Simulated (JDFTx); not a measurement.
Runs of JDFTx 1.7.0 (patched build) on PbF2 (Fluorocronite). It takes space group Fm-3m (No. 225, cubic). Conventional cell: a = 5.927 Å, b = 5.927 Å, c = 5.927 Å, α = 90.00°, β = 90.00°, γ = 90.00°. Around Pb (site symmetry m-3m) lie 8 F at 2.57 Å. Around F (site symmetry -43m) lie 4 Pb at 2.57 Å. 

```csv
task,level,potentials or basis,cell,max SCF steps,SCF threshold on the energy,solver of the electrons,further solve for the empty bands,band ratio of the Davidson solver,gap on the mesh (eV),pressure (GPa),relaxed volume (Å³/atom)
relaxation of cell and atoms,LDA,PseudoDojo-SR-LDA-0.4.1-standard with smoothed tails,relaxed,100,1e-09 Ha,scf,no,-,4.25,0.0,16.36
single point,PBEsol,PseudoDojo-SR-PBEsol-0.4.1-standard with smoothed tails,as given,100,1e-09 Ha,scf,yes,-,4.32,-1.0,-
single point,LDA,PseudoDojo-SR-LDA-0.4.1-standard with smoothed tails,as given,100,1e-09 Ha,scf,yes,-,(a),-4.5,-
relaxation of cell and atoms,PBEsol,PseudoDojo-SR-PBEsol-0.4.1-standard with smoothed tails,relaxed,100,1e-09 Ha,scf,no,-,(b),0.0,17.11
```

Alike in all rows: no spin polarisation; k mesh 8 × 8 × 8; cutoff (eV) 1143; smearing fermi-dirac 0.05 eV.

Estimate the missing entries.

(a) 4.27; (b) 4.31.

Caveats: spin-orbit coupling is left out, which as a rule narrows the gap of such compounds by several tenths of an eV; the empty levels aren't tightly converged (some runs).

A k mesh can miss the band edges, and the runs leave out spin-orbit coupling on Pb.
